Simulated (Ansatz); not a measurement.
Runs of Ansatz 0.2.0 on Eu. It takes space group Fm-3m (No. 225, cubic). The conventional cell has a = 5.579 Å, b = 5.579 Å, c = 5.579 Å, α = 90.00°, β = 90.00°, γ = 90.00°. Around Eu (site symmetry m-3m) lie 12 Eu at 3.94 Å. This isn't the form of Eu at room conditions, which is bcc.

```tsv
spin	fixed moment (μB)	pressure (GPa)	moment (μB)
collinear, ferromagnetic start	10.5	-3.8	10.50
collinear, ferromagnetic start	5.2	0.6	5.20
collinear, ferromagnetic start	8.8	-0.7	8.80
collinear, ferromagnetic start	3.5	(b)	3.50
collinear, program default start	0.0	-4.0	0.00
collinear, ferromagnetic start	7.0	-0.4	7.00
collinear, ferromagnetic start	1.8	(a)	1.80
collinear, ferromagnetic start	14.0	-3.8	14.00
```

Alike in all rows: task single point; level PBE; potentials or basis Ansatz PAW; cell as given; k mesh 7 × 7 × 7; cutoff (eV) 420; smearing fermi-dirac 0.05 eV.

Estimate the missing entries.

(a) -1.6; (b) -1.4.

Caveats: the total moment is fixed, so each spin has its own Fermi level; the thresholds are loose for stress.
